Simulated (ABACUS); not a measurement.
## NaI under changes of volume

One of the cells (33.899 Å³/atom); the others are scaled copies at fixed shape and fractional positions:

```
CELL_PARAMETERS angstrom
0.00000 3.23640 3.23640
3.23640 0.00000 3.23640
3.23640 3.23640 0.00000
ATOMIC_POSITIONS crystal
I 0.50000 0.50000 0.50000
Na 0.00000 0.00000 0.00000
```

```yaml
Program: ABACUS 3.10.1
Functional: PBE
Potentials_or_basis: PseudoDojo NC SR 0.4.1 PBE standard
Cutoff: 1361 eV
Density_cutoff: 5442 eV
Basis: DZP LCAO (the cutoffs set its grid)
k_mesh: 7 × 7 × 7
Occupations: fermi-dirac, width 0.05 eV
Spin: no spin polarisation
```

```csv
volume (Å³/atom),energy over the lowest point (meV/atom),pressure (GPa),gap on the mesh (eV)
31.865,14.55,1.7,3.91
32.543,8.30,1.2,3.85
33.221,3.96,0.8,3.79
33.899,1.24,0.5,3.73
34.577,0.00,0.1,3.68
35.255,0.17,-0.2,3.63
35.933,?,?,?
```

Task: What does the run at 35.933 Å³/atom give?

Result: Energy over the lowest point 1.46 meV/atom; pressure -0.4 GPa; gap on the mesh 3.58 eV.

Worked out: A Birch-Murnaghan fit of order 3 (a polynomial in V^(-2/3)) to the other rows has its minimum at 34.84 Å³/atom with B0 = V·E''(V) = 15.8 GPa and B' = 4.2. It gives 1.53 meV/atom at 35.933 Å³/atom, against the run's 1.46, and -dE/dV = -0.5 GPa, against -0.4. A straight line through the other rows of the gap, of slope -2.79 eV per unit of ln V (its deformation potential), extrapolates to 3.57 eV, against the run's 3.58.

Energies are extrapolated to zero smearing.

Caveats: the atomic orbitals were generated for these runs and aren't a published set; spin-orbit coupling is left out, which moves the levels of the heavy elements; the basis of atomic orbitals isn't converged, which shifts pressures, moduli and gaps.
